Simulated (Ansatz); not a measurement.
Li (begun as hP4 type, now dhcp) under strong compression

```yaml
crystal:
  lattice:
    - [3.08861, 0.00000, 0.00000]
    - [-1.54431, 2.67482, 0.00000]
    - [0.00000, 0.00000, 9.78018]
  atoms:
    - { symbol: Li, position: [0.00000, 0.00000, 0.00000] }
    - { symbol: Li, position: [0.00000, 0.00000, 0.50000] }
    - { symbol: Li, position: [0.33333, 0.66667, 0.25000] }
    - { symbol: Li, position: [0.66667, 0.33333, 0.75000] }
```

The cell comes from a relaxation on PAW files under the same functional, begun from a prototype that needn't be the stable phase.

The start type wasn't kept: the relaxed cell is dhcp.

Its volume is scaled, and at each volume shape and atoms are relaxed on PAW files; all methods then take that cell.

All numbers are PBE results (scalar-relativistic) from Ansatz 0.2.0, with a Γ-centred 10×10×6 k mesh, Fermi–Dirac smearing of 0.05 eV, no spin polarisation. Methods: LAPW: all electrons, basis error target 1 meV/atom; PAW: frozen-core files, cutoff 420 eV; crystal datasets: all electrons, by PAW datasets that the program makes for each cell; norm-conserving: pseudopotentials, cutoff 1034 eV; PAW (cutoff 300 eV): frozen-core files, cutoff 300 eV.

Energies are extrapolated to zero smearing and count from the unscaled cell; pressure is positive in compression; gaps take the mesh and a band path. No temperature or zero-point motion is included.

| V/V0 | V (Å³/atom) | P LAPW (GPa) | ΔE LAPW (eV/atom) | P PAW − LAPW (GPa) | ΔE PAW − LAPW (meV/atom) | space group | shortest distance (Å) |
| --- | --- | --- | --- | --- | --- | --- | --- |
| 1.00 | 20.20 | 0.02 | 0.000 | -0.01 | 0.0 | P6_3/mmc | 3.026 |
| 0.85 | 17.17 | 2.97 | 0.025 | -0.01 | 0.0 | P6_3/mmc | 2.867 |
| 0.75 | 15.15 | 6.45 | 0.082 | -0.01 | -0.1 | P6_3/mmc | 2.746 |
| 0.55 | 11.11 | 22.5 | 0.409 | -0.01 | -0.2 | P6_3/mmc | 2.468 |
| 0.40 | 8.08 | 59.1 | ? | -0.01 | -0.2 | P6_3/mmc | 2.230 |

Problem. What belongs in the row "0.40", column "ΔE LAPW (eV/atom)"?

Solution. 1.119.

Problem. Fit the Vinet equation to the LAPW pressures over the whole range, with residuals weighted by 1/(|P| + 0.03·Pmax).

Solution. V0 = 20.23 Å³/atom, B0 = 13.1 GPa and B0′ = 3.84, and the fit misses no point by more than 0.55 GPa. A fit over so wide a range pins B0 less well than one near rest.

Problem. From the table, what is the rise of the enthalpy H = E + pV up to the last row, and how stiff is the crystal between the last two rows?

Solution. ΔH = 1.119 eV + (59.1 GPa × 8.08 Å³ − 0.02 GPa × 20.20 Å³) × 0.006242 eV/(GPa·Å³) = 4.10 eV/atom, of which pV makes 73 %. The mean bulk modulus there is −ΔP/Δln V = 115 GPa.

Problem. At the smallest volume, how far do crystal datasets and norm-conserving and PAW (cutoff 300 eV) lie from LAPW in pressure?

Solution. crystal datasets: 0.00 GPa; norm-conserving: +0.03 GPa; PAW (cutoff 300 eV): +0.11 GPa, on a LAPW pressure of 59.1 GPa.

Problem. How do the Löwdin populations by LAPW change from the unscaled cell to the last row?

Solution. Li 2s 0.93 → 0.96 electrons an atom. These are projections on the shells that the free atoms fill; 0.33 e a cell lies outside them at the start and 0.31 e at the end.
